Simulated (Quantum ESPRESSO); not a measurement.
# AlN (P6_3mc) in Quantum ESPRESSO: reference runs, part 2 of 2

Quantum ESPRESSO 7.5. Earlier steps stand in the parts before.

## Step 4: Single point, PBE, 9.82 Å³/atom

Contents of pw.in:

```
&CONTROL
  calculation = 'scf'
  prefix = 'pwscf'
  outdir = './tmp'
  pseudo_dir = './pseudo'
  tprnfor = .true.
  tstress = .true.
  disk_io = 'nowf'
/
&SYSTEM
  ibrav = 0
  nat = 4
  ntyp = 2
  ecutwfc = 60
  ecutrho = 480
  nbnd = 14
  occupations = 'smearing'
  smearing = 'fd'
  degauss = 0.00367493
/
&ELECTRONS
  conv_thr = 8d-10
  electron_maxstep = 120
  mixing_beta = 0.5
/
ATOMIC_SPECIES
Al    26.9815 Al.pbe-n-kjpaw_psl.1.0.0.UPF
N     14.0070 N.pbe-n-radius_5.UPF
CELL_PARAMETERS angstrom
   3.0494515564    0.0000000000    0.0000000000
  -1.5247257782    2.6409025155    0.0000000000
   0.0000000000    0.0000000000    4.8793184075
ATOMIC_POSITIONS crystal
Al     0.6666666667    0.3333333333    0.5000000000
Al     0.3333333333    0.6666666667    0.0000000000
N      0.6666666667    0.3333333333    0.8800000000
N      0.3333333333    0.6666666667    0.3800000000
K_POINTS automatic
10 10 6 0 0 0
```

On the command line:

```bash
$ OMP_NUM_THREADS=1 pw.x -in pw.in > pw.out
```

It took 43 s on 1 thread of Arm Neoverse V2, shared host; peak memory 0.23 GiB.

It converged, with:

```
Free energy            : -1629.7097 eV
Pressure               : 18.5 GPa
Largest force          : 0.181 eV/Å
Band gap on the k mesh : 4.79 eV, direct
```

## Step 5: Single point, PBE, 10.03 Å³/atom

pw.in: that of step 4 with these lines changed.

```diff
@@ -29,5 +29,5 @@
 CELL_PARAMETERS angstrom
-   3.0494515564    0.0000000000    0.0000000000
-  -1.5247257782    2.6409025155    0.0000000000
-   0.0000000000    0.0000000000    4.8793184075
+   3.0709272750    0.0000000000    0.0000000000
+  -1.5354636375    2.6595010333    0.0000000000
+   0.0000000000    0.0000000000    4.9136809369
 ATOMIC_POSITIONS crystal
```

On the command line:

```bash
$ OMP_NUM_THREADS=1 pw.x -in pw.in > pw.out
```

It took 43 s on 1 thread of Arm Neoverse V2, shared host; peak memory 0.24 GiB.

It converged, with:

```
Free energy            : -1629.7933 eV
Pressure               : 13.2 GPa
Largest force          : 0.163 eV/Å
Band gap on the k mesh : 4.60 eV, direct
```

## Step 6: Single point, PBE, 10.24 Å³/atom

pw.in: that of step 5 with these lines changed.

```diff
@@ -29,5 +29,5 @@
 CELL_PARAMETERS angstrom
-   3.0709272750    0.0000000000    0.0000000000
-  -1.5354636375    2.6595010333    0.0000000000
-   0.0000000000    0.0000000000    4.9136809369
+   3.0921067530    0.0000000000    0.0000000000
+  -1.5460533765    2.6778429994    0.0000000000
+   0.0000000000    0.0000000000    4.9475694625
 ATOMIC_POSITIONS crystal
```

Potentials or basis: SSSP 1.3 efficiency PBE.

On the command line:

```bash
$ OMP_NUM_THREADS=1 pw.x -in pw.in > pw.out
```

pw.out:

```text
This program is part of the open-source Quantum ESPRESSO suite
     for quantum simulation of materials; please cite
         "P. Giannozzi et al., J. Phys.:Condens. Matter 21 395502 (2009);
         "P. Giannozzi et al., J. Phys.:Condens. Matter 29 465901 (2017);
         "P. Giannozzi et al., J. Chem. Phys. 152 154105 (2020);
     in publications or presentations arising from this work. More details at

     file Al.pbe-n-kjpaw_psl.1.0.0.UPF: wavefunction(s)  3S 3P renormalized
     Message from routine setup:
     using ibrav=0 with symmetry is DISCOURAGED, use correct ibrav instead

     G-vector sticks info
     --------------------
     sticks:   dense  smooth     PW     G-vecs:    dense   smooth      PW
     Sum        1135     559    163                49079    17285    2839

     Using Slab Decomposition

     bravais-lattice index     =            0
     lattice parameter (alat)  =       5.8432  a.u.
     unit-cell volume          =     276.4573 (a.u.)^3
     number of atoms/cell      =            4
     number of atomic types    =            2
     number of electrons       =        16.00
     number of Kohn-Sham states=           14
     kinetic-energy cutoff     =      60.0000  Ry
     charge density cutoff     =     480.0000  Ry
     scf convergence threshold =      8.0E-10
     mixing beta               =       0.5000
     number of iterations used =            8  plain     mixing
     Exchange-correlation= PBE
[... 118 lines left out ...]

     starting charge      15.9954, renormalised to      16.0000
     Starting wfcs are   16 randomized atomic wfcs

     Self-consistent Calculation

     iteration #  1     ecut=    60.00 Ry     beta= 0.50
     Davidson diagonalization with overlap
     ethr =  1.00E-02,  avg # of iterations =  4.6

     total energy              =    -119.42586529 Ry
     estimated scf accuracy    <       1.21623049 Ry
[... 96 lines left out ...]
     iteration # 15     ecut=    60.00 Ry     beta= 0.50
     Davidson diagonalization with overlap
     ethr =  1.50E-11,  avg # of iterations =  1.9

     End of self-consistent calculation

          k = 0.0000 0.0000 0.0000 (  2177 PWs)   bands (ev):

    -7.9842  -5.7719   1.2296   6.4561   6.4561   7.1133   7.1133   7.2974
    11.7094  14.1461  18.0813  18.6152  18.6152  20.6573
[... 108 lines left out ...]
    -5.7689  -5.4051   1.5054   2.1012   5.1463   5.5116   6.2137   6.2150
    12.3385  13.2145  16.5195  17.2427  18.8194  19.8489

          k = 0.0000-0.5774-0.3125 (  2160 PWs)   bands (ev):

    -5.5802  -5.5802   1.6451   1.6451   5.8437   5.8437   5.9287   5.9287
    12.6965  12.6965  16.7188  16.7188  19.3709  19.3710

          k = 0.1000 0.1732 0.0000 (  2181 PWs)   bands (ev):
[... 156 lines left out ...]
    -5.4042  -5.4042   2.3402   2.3402   3.6118   3.6118   6.4844   6.4844
    14.4761  14.4761  15.6838  15.6838  19.3951  19.3951

     the Fermi energy is    10.0418 ev

!    total energy              =    -119.79177980 Ry
     estimated scf accuracy    <          1.5E-10 Ry
     smearing contrib. (-TS)   =      -0.00000000 Ry
     internal energy E=F+TS    =    -119.79177980 Ry

     The total energy is F=E-TS. E is the sum of the following terms:
     one-electron contribution =      -1.37364927 Ry
     hartree contribution      =      11.33006458 Ry
     xc contribution           =     -16.58752877 Ry
     ewald contribution        =     -43.78028455 Ry
     one-center paw contrib.   =     -69.38038179 Ry

     convergence has been achieved in  15 iterations

     Forces acting on atoms (cartesian axes, Ry/au):

     atom    1 type  1   force =     0.00000000    0.00000000   -0.00569834
     atom    2 type  1   force =     0.00000000    0.00000000   -0.00569834
     atom    3 type  2   force =     0.00000000    0.00000000    0.00569834
     atom    4 type  2   force =     0.00000000    0.00000000    0.00569834

     Total force =     0.011397     Total SCF correction =     0.000001

     Computing stress (Cartesian axis) and pressure

          total   stress  (Ry/bohr**3)                   (kbar)     P=       82.68
   0.00052844  -0.00000000   0.00000000           77.74       -0.00        0.00
   0.00000000   0.00052844   0.00000000            0.00       77.74        0.00
   0.00000000   0.00000000   0.00062930            0.00        0.00       92.57

=------------------------------------------------------------------------------=
   JOB DONE.
=------------------------------------------------------------------------------=
```

Wall time 42 s (1 thread of Arm Neoverse V2, shared host); peak memory 0.24 GiB.

Results:

```yaml
Free_energy: -1629.8502 eV
Pressure: 8.3 GPa
Largest_force: 0.147 eV/Å
Band_gap_on_the_k_mesh: 4.41 eV, direct
```

## Step 7: Single point, PBE, 10.45 Å³/atom

pw.in: that of step 6 with these lines changed.

```diff
@@ -29,5 +29,5 @@
 CELL_PARAMETERS angstrom
-   3.0921067530    0.0000000000    0.0000000000
-  -1.5460533765    2.6778429994    0.0000000000
-   0.0000000000    0.0000000000    4.9475694625
+   3.1130000000    0.0000000000    0.0000000000
+  -1.5565000000    2.6959370820    0.0000000000
+   0.0000000000    0.0000000000    4.9810000000
 ATOMIC_POSITIONS crystal
```

On the command line:

```bash
$ OMP_NUM_THREADS=1 pw.x -in pw.in > pw.out
```

Wall time 43 s (1 thread of Arm Neoverse V2, shared host); peak memory 0.25 GiB.

It converged, with:

```yaml
Free_energy: -1629.8828 eV
Pressure: 3.8 GPa
Largest_force: 0.131 eV/Å
Band_gap_on_the_k_mesh: 4.23 eV, direct
```

## Step 8: Single point, PBE, 10.66 Å³/atom

pw.in: that of step 7 with these lines changed.

```diff
@@ -29,5 +29,5 @@
 CELL_PARAMETERS angstrom
-   3.1130000000    0.0000000000    0.0000000000
-  -1.5565000000    2.6959370820    0.0000000000
-   0.0000000000    0.0000000000    4.9810000000
+   3.1336164949    0.0000000000    0.0000000000
+  -1.5668082474    2.7137914903    0.0000000000
+   0.0000000000    0.0000000000    5.0139877163
 ATOMIC_POSITIONS crystal
```

On the command line:

```bash
$ OMP_NUM_THREADS=1 pw.x -in pw.in > pw.out
```

Wall time 41 s (1 thread of Arm Neoverse V2, shared host); peak memory 0.25 GiB.

It converged, with:

- Free energy: -1629.8933 eV
- Pressure: -0.2 GPa
- Largest force: 0.116 eV/Å
- Band gap on the k mesh: 4.06 eV, direct

## Step 9: Single point, PBE, 10.87 Å³/atom

pw.in: that of step 8 with these lines changed.

```diff
@@ -29,5 +29,5 @@
 CELL_PARAMETERS angstrom
-   3.1336164949    0.0000000000    0.0000000000
-  -1.5668082474    2.7137914903    0.0000000000
-   0.0000000000    0.0000000000    5.0139877163
+   3.1539652241    0.0000000000    0.0000000000
+  -1.5769826120    2.7314140067    0.0000000000
+   0.0000000000    0.0000000000    5.0465469904
 ATOMIC_POSITIONS crystal
```

Potentials or basis: SSSP 1.3 efficiency PBE.

On the command line:

```bash
$ OMP_NUM_THREADS=1 pw.x -in pw.in > pw.out
```

Wall time 44 s (1 thread of Arm Neoverse V2, shared host); peak memory 0.26 GiB.

Results (log left out):

- Free energy: -1629.8839 eV
- Pressure: -3.8 GPa
- Largest force: 0.102 eV/Å
- Band gap on the k mesh: 3.89 eV, direct

## Step 10: Single point, PBE, 11.08 Å³/atom

pw.in: that of step 9 with these lines changed.

```diff
@@ -29,5 +29,5 @@
 CELL_PARAMETERS angstrom
-   3.1539652241    0.0000000000    0.0000000000
-  -1.5769826120    2.7314140067    0.0000000000
-   0.0000000000    0.0000000000    5.0465469904
+   3.1740547162    0.0000000000    0.0000000000
+  -1.5870273581    2.7488120173    0.0000000000
+   0.0000000000    0.0000000000    5.0786914685
 ATOMIC_POSITIONS crystal
```

On the command line:

```bash
$ OMP_NUM_THREADS=1 pw.x -in pw.in > pw.out
```

Run time: 48 s. Hardware: 1 thread of Arm Neoverse V2, shared host; peak memory 0.26 GiB.

The run converged. Its results:

| Item | Value |
| --- | --- |
| Free energy | -1629.8563 eV |
| Pressure | -7.1 GPa |
| Largest force | 0.089 eV/Å |
| Band gap on the k mesh | 3.73 eV, direct |

## Step 11: Equation of state, PBE

Potentials or basis: SSSP 1.3 efficiency PBE.

This step only gathers the single runs of the series.

Results:

| Property | Result |
| --- | --- |
| Equilibrium volume | 10.66 Å³/atom |
| Bulk modulus at fixed shape and positions | 195 GPa |
| Pressure derivative of the bulk modulus | 3.9 |

Energy against volume, from the lowest point:
```csv
volume (Å³/atom),energy (meV/atom)
9.824,45.91
10.033,25.00
10.242,10.78
10.451,2.63
10.660,0.00
10.869,2.36
11.078,9.26
```

Caveat: the cell was scaled at fixed shape and fractional positions, which overstates the stiffness of a crystal with free parameters, most of all of layers and chains.

## Step 12: Summary

| task | cell | gap on the mesh (eV) | pressure (GPa) | largest force (eV/Å) |
| --- | --- | --- | --- | --- |
| single point | as given | 4.23 | 3.8 | 0.13 |
| single point | atoms moved at random, drawn with an rms of 0.05 Å | 4.25 | 4.5 | 1.41 |
| equation of state | as given | - | - | - |

Alike in all rows: level PBE; potentials or basis SSSP 1.3 efficiency PBE; no spin polarisation; k mesh 10 × 10 × 6; cutoff (eV) 816; smearing fermi-dirac 0.05 eV.

Caveats: the cell was scaled at fixed shape and fractional positions, which overstates the stiffness of a crystal with free parameters, most of all of layers and chains (some runs).

Total energies depend on the potentials used, so only differences within one code and one set of settings carry meaning.

## Step 13: How close it comes

Step 2. A measured gap of AlN is 6.034 eV (an exciton energy, a little under the gap; 10 K; quoted in “Self-assembly of well-separated AlN nanowires directly on sputtered metallic TiN films”, 2019, arxiv:1910.07391); the calculated 4.23 eV misses it by -1.80 eV. 2 values of this kind are on record (6.034 to 6.0343 eV); this one was drawn at random. The value is that of PBE on a finite k mesh, which can miss the band edges, without temperature or zero-point motion. Semilocal functionals fall short of measured gaps as a rule.
